Short bonds are strong bonds, and strong bonds resist squeezing. On that view, the functional that gives PbSe the smallest volume should also describe the stiffest bonds. The table seems to agree, since WC has both the smallest equilibrium volume and the largest bulk modulus. But each bulk modulus belongs to a different volume, the one at which that functional's crystal is free of pressure.

Plane-wave PAW DFT with GPAW 26.7.0 for rock-salt PbSe, without spin polarisation, spin–orbit coupling or dispersion correction; 600 eV cutoff, 6 × 6 × 6 k-point mesh, Fermi–Dirac smearing of 0.05 eV. Volumes, bulk moduli and their slopes with pressure come from fits to energies at seven volumes, from 94% to 106% of the given cell (28.67 Å³/atom).

| functional | potentials | equilibrium volume (Å³/atom) | equilibrium volume change (% of the given cell) | bulk modulus (GPa) | bulk modulus slope |
| --- | --- | --- | --- | --- | --- |
| PBE | GPAW-PAW-data-sets-(gpaw-data-1.2.1) | 29.91 | 4.330 | 47.20 | 3.690 |
| AM05 | PAW-data-sets-made-by gpaw-setup-for-the-functional | 28.53 | -0.480 | 49.00 | 3.500 |
| BP86 | PAW-data-sets-made-by gpaw-setup-for-the-functional | 30.07 | 4.880 | 47.00 | 3.980 |
| PW91 | PAW-data-sets-made-by gpaw-setup-for-the-functional | 29.80 | 3.930 | 47.90 | 3.830 |
| WC | PAW-data-sets-made-by gpaw-setup-for-the-functional | 28.25 | -1.480 | 52.20 | 3.660 |

**PBE: a crystal that pushes outward.** All rows start from the same given cell of rock-salt PbSe. Held at that volume, the PBE crystal pushes outward with a pressure of 2.2 GPa, and it expands until the push is gone. The bulk modulus $B=-V\,dp/dV$, with $p$ the pressure and $V$ the volume, tells how fast that happens. It falls from about 55 GPa in the given cell to 47 GPa at PBE's own minimum. The same functional thus gives a softer crystal when the atoms stand further apart.

Suppose now that another functional gives a smaller crystal than PBE. Two limiting cases show what may happen to its stiffness. In the first, its pressure is lower than PBE's by the same amount at every volume. The slope of the pressure curve is then unchanged, and the two crystals are equally stiff at equal volume. The new minimum, however, lies at a smaller volume, where the curve is steeper, so the tabulated bulk modulus rises.

In the second limit, the whole pressure curve is rescaled, so that each pressure is reached at a volume smaller by the same percentage. Each crystal is then equally stiff at its own minimum, and the tabulated bulk modulus does not change at all. At equal volume the smaller crystal is the softer one, because it has been compressed less from its own minimum.

**AM05: close to the second limit.** AM05 has a much smaller volume than PBE, yet its bulk modulus is only 49.0 GPa. The first limit would put it at about 56 GPa and the second at PBE's 47.2 GPa. AM05 therefore lies about a fifth of the way from the second limit to the first. A change of volume along one shared pressure curve does not explain this row.

The pressures show what is missing. Relative to PBE, AM05 adds an inward pull, and this pull is not constant: it grows from 2.1 GPa in a cell 4% larger than the given one to 2.7 GPa in a cell 4% smaller. A pull that strengthens as the crystal shrinks helps whoever is squeezing it. It makes the crystal smaller and, at any fixed volume in this range, also softer.

Standard theory offers a reason for the pull. On balance, the gradient corrections in these functionals lower the energy where the electron density varies strongly compared with its own size, as it does in the thin outer parts of atoms. Compression makes these parts overlap and evens out the density, so part of that energy gain is lost, and the loss acts as an outward pressure. AM05 and WC reward moderate density gradients less than PBE does, so they lose less on compression and settle at smaller volumes.

The same picture suggests why the pull grows. The outer parts of neighbouring atoms overlap more and more steeply as the atoms approach, so each further step of compression changes the density between them more. This account of the pull and its growth is plausible, but the runs do not test it: the pressures used here are totals, not the separate contributions of exchange and correlation.

**BP86 and PW91: the large-volume group.** These two rows stand with PBE, at large volumes and bulk moduli of 47 to 48 GPa. BP86 shows the AM05 effect with the opposite sign: it adds a small outward push that grows on compression, and at the given volume it is slightly stiffer than PBE. PW91 differs from PBE so little that its deviation deserves no cause, all the more since the PBE row uses a different set of potentials. PBE and BP86 are only 0.2 GPa apart in bulk modulus, too close to rank.

The source of the potentials does not explain the split between the groups. BP86 and WC both use potentials generated for their own functional, yet their volumes differ by 1.82 Å³ per atom. That is far more than the spread within the large-volume group.

**WC: the tempting row.** If WC made bonds of a given length stiffer, it should remain stiffer than PBE when both crystals are held at the same volume. It does not. At the given volume WC has a bulk modulus of about 50 GPa against PBE's 55 GPa, so a lead of 11% at the separate minima becomes a deficit of 10%. The reversal holds for the groups as a whole: at this common volume PBE, BP86 and PW91 are all stiffer than AM05 and WC.

How much would the smaller volume alone do? The bulk modulus slope $B'=dB/dp$ tells how quickly a crystal stiffens under pressure. If it is constant, the definition of $B$ leads to $B\propto V^{-B'}$. Carrying PBE along its own curve to WC's volume then gives

$$B=47.2\ \text{GPa}\times\left(\frac{29.91}{28.25}\right)^{3.69}\approx 58\ \text{GPa}.$$

This is the first limit, and it overshoots WC's 52.2 GPa by about 6 GPa. Other slopes from the table change the estimate by only about 1 GPa, so the choice of slope does not rescue it.

The second effect supplies the rest. At the common volume WC is softer than PBE by 5.7 GPa, and subtracting this brings the estimate to about 52.6 GPa. The same two steps put every row within 1 GPa of its tabulated bulk modulus, with BP86 the worst. For BP86 and PW91 the volume step alone is already slightly closer, so the second step is needed only for AM05 and WC. PBE is exact because it is the reference, and the correction comes from each functional's own pressures. The agreement therefore shows that the two effects account for the trend; it does not predict a new functional. The printed output below gives both steps for each row.

WC and AM05 thus differ in balance, not in kind. WC pulls harder than AM05, but its pull grows by a smaller fraction on compression, so less of the stiffening from the smaller volume is cancelled. WC ends a little under halfway between the two limits. To guess where another functional would fall, one needs both its pressure relative to PBE and the way that pressure changes with volume.

For the stiffness of PbSe, the volume at which it is calculated matters as much as the functional. A bulk modulus taken at one functional's minimum should not be combined with a volume from another. The table cannot say which row is closest to a real crystal: the given cell is only a common reference, and spin-orbit coupling, which matters for the electrons of lead, is left out of every row.

Output of the analysis:

```
At the common given volume:
   row  pressure in GPa  bulk modulus from pressures in GPa  bulk modulus from the fit in GPa  linear estimate of volume change in %
   PBE            2.152                               55.31                             55.19                                  3.891
  AM05          -0.2467                               48.52                             48.18                                -0.5084
  BP86            2.458                               56.84                             56.81                                  4.324
  PW91            1.975                               55.57                             55.52                                  3.555
    WC          -0.7631                               49.61                             49.43                                 -1.538
Bulk modulus at own minimum in GPa:
   row  volume only  its miss  difference from PBE at common volume  both effects  miss of both
   PBE         47.2         0                                     0          47.2             0
  AM05        56.19     7.188                                 -6.79          49.4        0.3982
  BP86        46.28   -0.7201                                 1.529         47.81        0.8094
  PW91        47.85   -0.0539                                0.2542          48.1        0.2004
    WC        58.27      6.07                                -5.702         52.57        0.3682
Pressure less that of PBE in GPa:
   row  at 0.96 of given volume  at 1.04 of given volume
   PBE                        0                        0
  AM05                   -2.694                   -2.148
  BP86                   0.3815                   0.2547
  PW91                   -0.161                  -0.1834
    WC                    -3.16                    -2.71
WC bulk modulus against PBE, each at own minimum, in %: 10.59
WC bulk modulus against PBE, at common volume, in %: -10.31
AM05 bulk modulus against PBE, each at own minimum, in %: 3.814
AM05 bulk modulus against PBE, at common volume, in %: -12.28
WC volume against PBE in %: -5.55
BP86 less WC volume, both with generated potentials, in A^3/atom: 1.82
Volume-only value for WC with the smallest slope of the table, in GPa: 57.64
Volume-only value for WC with the largest slope of the table, in GPa: 59.24
```
